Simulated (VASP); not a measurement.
C: Born charges and dielectric tensor with RPBE

Crystal: C.

```
C
1.0
     0.00000    1.79408    1.79408
     1.79408    0.00000    1.79408
     1.79408    1.79408    0.00000
C
2
Direct
  0.50000 0.50000 0.50000
  0.75000 0.75000 0.75000
```

This isn't the form of C at room conditions, which is graphite.

| Item | Value |
| --- | --- |
| Program | VASP 6.6.1 |
| Task | Born charges and dielectric tensor |
| Functional | RPBE |
| Potentials or basis | VASP PAW PBE potentials, release 64 (C) |
| Cutoff | 600 eV |
| k mesh | 12 × 12 × 12 |
| Occupations | gaussian, width 0.02 eV |
| Spin | no spin polarisation |
| Further INCAR settings | ALGO = Normal; EDIFF = 1e-08; IBRION = 8; NSW = 1 |

The band gap on the k mesh is 4.11 eV, indirect (least direct gap 5.54 eV). The electronic dielectric tensor (diagonal) is 5.91 and the born charges (mean of the diagonal) is C +0.00 e. The highest phonon frequency at Γ is 1282 cm⁻¹.

Levels at points of the mesh, in eV from the valence-band top:
```
           k point  band 1  band 2  band 3  band 4  band 5  band 6  band 7  band 8
(0.00, 0.00, 0.00)  -21.31    0.00    0.00    0.00    5.54    5.54    5.54   12.86
(0.50, 0.00, 0.00)  -15.66  -13.20   -2.76   -2.76    8.40    8.40    8.55   15.64
(0.50, 0.50, 0.00)  -12.71  -12.71   -6.21   -6.21    4.72    4.72   16.62   16.62
```

Phonon frequencies in cm⁻¹ (negative: imaginary):
```csv
q point,frequencies
"(0.000, 0.000, 0.000)",0 0 0 1282 1282 1282
```

Electronic dielectric tensor:
```
5.91 0.00 0.00
0.00 5.91 0.00
0.00 0.00 5.91
```

Born effective charge tensors (e):
atom 1, C
```
0.00 0.00 0.00
0.00 0.00 0.00
0.00 0.00 0.00
```
atom 2, C
```
0.00 0.00 0.00
0.00 0.00 0.00
0.00 0.00 0.00
```

Run time: 66 s on 1 thread of Intel(R) Xeon(R) Platinum 8559C (Emerald Rapids) (shared host), peak memory 0.2 GiB.

 A k mesh can miss the band edges.
